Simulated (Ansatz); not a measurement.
**Cu in Ansatz: the effect of functional**

The system is Cu.

```xyz
2
Lattice="1.2265 -4.0027 0.0000 1.2265 4.0027 0.0000 0.0000 0.0000 2.4919" Properties=species:S:1:pos:R:3 pbc="T T T"
Cu    1.2265   -2.9311    1.8689
Cu    1.2265    2.9311    0.6230
```

This isn't the form of Cu at room conditions, which is fcc.

The cell isn't the ideal one: volume scaled by 1.02.

Alike in all runs:

- Program: Ansatz 0.2.0
- Task: single point
- Potentials or basis: Ansatz PAW
- k mesh: 11 × 11 × 11
- Occupations: fermi-dirac, width 0.05 eV
- Spin: no spin polarisation

One run gave: pressure -10.1 GPa; largest force 0.07 eV/Å. Which functional did it use?
A. LDA
B. r2SCAN
C. PBEsol

A.

```tsv
functional	cutoff	pressure (GPa)	largest force (eV/Å)
LDA	420 eV (not typed: the program's choice for these potentials)	-10.1	0.07
PBEsol	420 eV (not typed: the program's choice for these potentials)	-4.3	0.03
r2SCAN	500 eV (not typed: the program's choice for these potentials)	-2.6	0.02
```

Caveats: the PAW data sets come from PBE, with cores solved anew for the run's functional, which leaves a small shift of forces and pressure.
